**Q:** This table is from a density functional calculation of hexagonal close-packed ruthenium. Are its rows different electron states?

GPAW 26.7.0 and Wannier90 3.1.0, r2SCAN without spin polarisation or spin–orbit coupling, for hexagonal close-packed Ru (two-atom cell, a = 2.706 Å, c = 4.282 Å). PAW data sets with 8 valence electrons per atom, 600 eV plane-wave cutoff, 11×11×6 k mesh and 0.05 eV Fermi–Dirac smearing; the Wannier functions were built on a 6×6×6 k mesh.

| row | function a (fractional) | function b (fractional) | function c (fractional) | function spread (angstrom^2) |
| --- | --- | --- | --- | --- |
| 1 | 0.447 | 0.549 | 0.779 | 1.473 |
| 2 | 0.448 | -0.102 | 0.779 | 1.478 |
| 3 | 0.663 | 0.328 | 0.570 | 1.575 |
| 4 | 1.102 | 0.546 | 0.779 | 1.472 |
| 5 | 0.644 | 0.286 | 0.754 | 0.539 |
| 6 | 0.676 | 0.352 | 0.734 | 0.506 |
| 7 | 0.664 | 0.328 | 0.866 | 1.192 |
| 8 | 0.663 | 0.327 | 0.737 | 0.495 |
| 9 | 0.692 | 0.385 | 0.758 | 0.540 |
| 10 | 0.553 | 0.450 | 0.279 | 1.473 |
| 11 | 0.553 | 1.101 | 0.279 | 1.478 |
| 12 | 0.337 | 0.674 | 0.070 | 1.575 |
| 13 | -0.102 | 0.454 | 0.279 | 1.471 |
| 14 | 0.355 | 0.714 | 0.254 | 0.540 |
| 15 | 0.324 | 0.648 | 0.234 | 0.506 |
| 16 | 0.335 | 0.672 | 0.366 | 1.192 |
| 17 | 0.337 | 0.673 | 0.238 | 0.494 |
| 18 | 0.309 | 0.615 | 0.258 | 0.539 |

**A:** No, they are 18 Wannier functions of one calculation: localised building blocks from which the electron bands can be rebuilt. The columns function a, function b and function c give the centre of each function in fractions of the cell edges, and function spread says how far it extends around that centre. Rows 10–18 repeat rows 1–9 on the second atom, so there are nine functions to understand.

**Q:** The first atom sits at (2/3, 1/3, 3/4). Rows 5, 6, 8 and 9 are close to it, but what are the others doing?

**A:** Turn the fractions into distances and they sort themselves. Rows 1, 2 and 4 lie about 1.0 Å to the side, in three directions 120° apart. Row 3 lies 0.77 Å below the atom along the c axis, and row 7 lies 0.50 Å above it. The four near the atom are also the compact ones, with spreads near 0.5 Å², against about 1.5 Å² for the three at the side.

**Q:** I would have expected functions made from atomic orbitals to be centred on the atom. Why would a function leave it?

**A:** Because the procedure looks for the smallest total spread, and moving off the atom lowers it. Take an s orbital and a p orbital. Each alone is centred on the nucleus, but in their sum the two waves reinforce each other on one side and cancel on the other. The result is a hybrid that leans to one side and is tighter around its own centre than its parents were, on average, around the nucleus.

**Q:** Can that gain be put into numbers?

**A:** Let $\Omega$ be the spread and $d$ the distance of the centre from the atom. The mean squared distance of the function from the atom is then

$$M=\Omega+d^2 .$$

If the nine functions of an atom are mixed only among themselves, the sum of $M$ stays fixed. Every bit of $d^2$ gained is therefore taken off the total spread. Here the sum of $M$ is 13.3 Å² and the squared shifts account for 4.0 Å² of it, or 30%. Nine centred functions spanning the same space would have to carry all of it as spread.

**Q:** Then why don't all nine lean outwards?

**A:** A lean needs two partners of opposite parity, one even like s or d and one odd like p, and they must occupy much the same region of space. An atom brings only three p orbitals to this set. The compact functions are most likely four of ruthenium's five d orbitals, which are small and gain little from mixing with the far more extended p orbitals. That assignment is inferred from their size, position and energy.

**Q:** Five d orbitals, but four compact functions. Is row 7 the fifth?

**A:** In part, I think. The three side functions tilt out of the layer by only 7°, whereas a tetrahedral set would tilt by about 19°. They are thus closer to the flat hybrids made from s and the two p orbitals in the layer. That leaves the p orbital along c in need of an even partner, and the d orbital elongated along c is the natural candidate. Mixing these two gives one function leaning down and one leaning up, as in rows 3 and 7. That cannot be the whole story, though. Such a pair can lean by no more than the d orbital's own root-mean-square extent along c, about 0.5 Å if it is as small as the other four, and row 3 leans by 0.77 Å. Some s character is probably mixed in, and the neighbouring atoms reshape the orbitals as well.

**Q:** Does anything besides the geometry support that?

**A:** The mean energy of each function, from the same calculation, fits it. The compact functions lie at 11–13 eV, and row 3 and the side functions at 21–22 eV. Row 7 lies between them at 17.3 eV, and its spread of 1.19 Å² is intermediate too. This is what a mixture would show, although it does not identify the ingredients.

**Q:** If rows 3 and 7 are partners, their shifts should be equal and opposite. They are 0.77 and 0.50 Å.

**A:** They would be equal if the pair were alone, but the balance has to hold for all nine. Mixing functions on one atom leaves the vector sum of their shifts unchanged, just as it leaves the sum of $M$ unchanged. The surroundings of the atom have a threefold axis and a horizontal mirror plane. The axis rules out a net shift within the layer and the mirror rules out one along c, so for a set that spans a symmetric space the sum must be zero.

**Q:** Let me try it for row 7. I add up the shifts along c of the other eight.

**A:** Good. The three side functions together contribute +0.37 Å, row 3 contributes −0.77 Å, and the four compact ones −0.07 Å:

$$d_7=-(0.37-0.77-0.07)\ \text{Å}=+0.47\ \text{Å}.$$

The table puts row 7 at $(0.866-0.750)\times4.282$ Å $=0.50$ Å, where 4.282 Å is the cell edge along c. The estimate, which does not use row 7's own position, is about 5% below that value. Row 7 leans less than row 3 because the side functions already supply part of the upward balance. The printed output below gives the shifts and sums for both atoms.

**Q:** Why is the balance not exact?

**A:** Within the layer it is, to the accuracy of the table. Along c about 0.03 Å remains on each atom, slightly more than rounding can explain. The step that selects the space spanned by the functions had not converged, so that space may not be quite symmetric. The functions were also built on a mesh with only six points along c, and that can leave a small remainder too. Only a converged run on a finer mesh could tell.

**Q:** Row 3 points down, and so does row 12 on the other atom. Does ruthenium have a polar axis?

**A:** No. The crystal has inversion symmetry, and the set turned upside down would have the same total spread. The procedure ended in one of these two equivalent sets: leaning along c reduces the spread, but the crystal itself does not prefer up or down.

**Q:** And are the side functions bonds, each holding an electron pair?

**A:** Count the electrons. Nine functions could hold 18 electrons per atom, but the calculation has only 8 valence electrons per atom. The functions are a basis for filled and empty bands alike, so an off-centre position does not locate a pair.

**Q:** What should I do, then, when I meet an off-centre Wannier function in another metal?

**A:** Add up the shifts of all functions belonging to that atom before giving any single one a meaning. If the site's symmetry forbids a net shift and the sum is close to zero, the single shifts are no sign of a dipole, and mixing for compactness can explain them. If a clear remainder is left at such a site, suspect the convergence, the mesh or the choice of bands, or a function that is shared with a neighbouring atom.

Numerical output:

```
Shift of each centre from its atom:
  row  sideways_A  along_c_A  total_A  second_moment_A2  onsite_eV
    1        1.02     0.1242    1.028             2.529      22.22
    2        1.02     0.1242    1.028             2.534      22.27
    3     0.01279    -0.7708   0.7709             2.169      21.18
    4        1.02     0.1242    1.028             2.528      22.21
    5       0.111    0.01713   0.1123            0.5516      12.61
    6     0.04374   -0.06851  0.08129            0.5126      11.35
    7      0.0125     0.4967   0.4969             1.439       17.3
    8      0.0149   -0.05567  0.05763            0.4983      11.21
    9      0.1211    0.03426   0.1258            0.5558       12.6
   10       1.023     0.1242     1.03             2.534      22.23
   11       1.018     0.1242    1.025             2.529      22.27
   12     0.01719    -0.7708    0.771             2.169      21.18
   13        1.02     0.1242    1.028             2.527       22.2
   14      0.1111    0.01713   0.1124            0.5526      12.62
   15     0.04374   -0.06851  0.08129            0.5126      11.35
   16     0.01279     0.4967   0.4969             1.439       17.3
   17      0.0149   -0.05138   0.0535            0.4969       11.2
   18      0.1211    0.03426   0.1259            0.5549       12.6
Length of the in-plane vector sum of shifts, first atom (angstrom): 0.002706
Sum of shifts along c, first atom (angstrom): 0.02569
Sum of shifts along c, second atom (angstrom): 0.02997
Sum of the lengths of the nine shifts, first atom (angstrom): 4.728
Row 7 shift along c predicted from the other eight functions (angstrom): 0.471
Row 7 shift along c predicted from row 3 alone (angstrom): 0.7708
Row 7 shift along c as computed (angstrom): 0.4967
Sum of the three side functions' shifts along c, first atom (angstrom): 0.3725
Total spread, first atom (angstrom^2): 9.27
Sum of squared shifts, first atom (angstrom^2): 4.048
Part of that sum from shifts along c (angstrom^2): 0.8963
Total second moment about the atom, first atom (angstrom^2): 13.32
Squared shifts as share of the total second moment (percent): 30.4
Mean spread of the compact functions (angstrom^2): 0.5199
Mean spread of the side functions (angstrom^2): 1.474
Mean second moment of the side functions (angstrom^2): 2.53
Mean upward tilt of the side functions out of the layer (degrees): 6.94
Sideways shift as share of the way to the triangle centre (percent): 65.3
```
